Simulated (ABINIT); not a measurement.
Set up this calculation in ABINIT 10.8.3 (patched build), as the native input.

* Task: band structure
* Functional: LDA
* Potentials or basis: JTH PAW PBE v2.0
* Cutoff: 844 eV
* k mesh: 11 × 11 × 11
* Occupations: fermi-dirac, width 0.05 eV
* Spin: no spin polarisation
* Fine-grid cutoff: 1442.2 eV

GaN:

```
CELL_PARAMETERS angstrom
0.00000 2.13524 2.13524
2.13524 0.00000 2.13524
2.13524 2.13524 0.00000
ATOMIC_POSITIONS crystal
Ga 0.00000 0.00000 0.00000
N 0.50000 0.50000 0.50000
```

Measurements of this composition are mostly on another form, of space group No. 186.

The input as run:

run.abi

```
ndtset 2

pp_dirpath "./"
pseudos "Ga.GGA_PBE-JTH.xml, N.GGA_PBE-JTH.xml"

acell 3.0196782959 3.0196782959 3.0196782959 Angstrom
rprim
     0.0000000000     0.7071067812     0.7071067812
     0.7071067812     0.0000000000     0.7071067812
     0.7071067812     0.7071067812     0.0000000000
ntypat 2
znucl 31 7
natom 2
typat 1 2
xcart
     0.0000000000     0.0000000000     0.0000000000
     2.1352350000     2.1352350000     2.1352350000 Angstrom

ecut 31.0
pawecutdg 53.0

ixc 7

occopt 3
tsmear 0.05 eV

nstep 100

iomode 3
prtwf 0
prteig 0
prtebands 0
enunit 1
prtden1 1

kptopt1 1
ngkpt1 11 11 11
nshiftk1 1
shiftk1 0.0 0.0 0.0
nband1 13
tolvrs1 1.0e-9

iscf2 -2
getden2 1
nband2 19
nbdbuf2 4
tolwfr2 1.0e-11
kptopt2 -9
ndivsm2 6
prteig2 1
kptbounds2
     0.0000000000     0.0000000000     0.0000000000
     0.5000000000     0.0000000000     0.5000000000
     0.5000000000     0.2500000000     0.7500000000
     0.3750000000     0.3750000000     0.7500000000
     0.0000000000     0.0000000000     0.0000000000
     0.5000000000     0.5000000000     0.5000000000
     0.6250000000     0.2500000000     0.6250000000
     0.5000000000     0.2500000000     0.7500000000
     0.5000000000     0.5000000000     0.5000000000
     0.3750000000     0.3750000000     0.7500000000
```

Potentials or basis: JTH PAW PBE v2.0.

Launch:

```console
$ abinit run.abi > log 2>&1
```

Results of the run:

```
Pressure                                              : -12.7 GPa
Band gap on the k mesh                                : 0.33 eV, indirect (least direct gap 2.42 eV)
Band gap along the path                               : 0.18 eV, indirect (least direct gap 2.42 eV)
Valence electrons inside the program's atomic spheres : Ga 11.03; N 2.53
```

Caveat: the PAW data sets were made with another functional, which shifts forces and pressure a little; the mesh misses the band edges, which the band path finds closer together.

Run time: 44 s on 1 thread of Arm Neoverse V2, on a shared host, peak memory 0.11 GiB.
